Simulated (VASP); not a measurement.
H4C, 40 atoms in the cell. The cell holds a amorphous, 40 atoms: a = 7.683 Å, b = 7.683 Å, c = 7.683 Å, α = 90.00°, β = 90.00°, γ = 90.00°. The cell was built by a generator and needn't be a form met in nature.

| Property | Result |
| --- | --- |
| Program | VASP 6.6.1 |
| Task | single point |
| Functional | LDA |
| Potentials or basis | VASP PAW LDA potentials, release 64 (C, H) |
| Cutoff | 520 eV |
| k mesh | 1 × 1 × 1 |
| Occupations | fermi-dirac, width 0.05 eV |
| Spin | no spin polarisation |
| Dipole correction | no |
| Further INCAR settings | LREAL = Auto; ALGO = Normal; EDIFF = 1e-06; NBANDS = 58 |

Potentials or basis: VASP PAW LDA potentials, release 64 (C, H).

Launch:

```console
$ cat potpaw_LDA.64/C/POTCAR potpaw_LDA.64/H/POTCAR > POTCAR
$ mpirun -np 1 vasp_gam > vasp.out
```

Hardware: 1 thread of Intel(R) Xeon(R) Platinum 8259CL CPU @ 2.50GHz (Skylake/Cascade Lake), with other jobs on the host.

Problem. How long does it take, and how much memory?

Solution. Run time: 62 s on 1 thread of Intel(R) Xeon(R) Platinum 8259CL CPU @ 2.50GHz (Skylake/Cascade Lake), on a shared host, peak memory 0.35 GiB. Counts: scf iterations 17, k points 1.
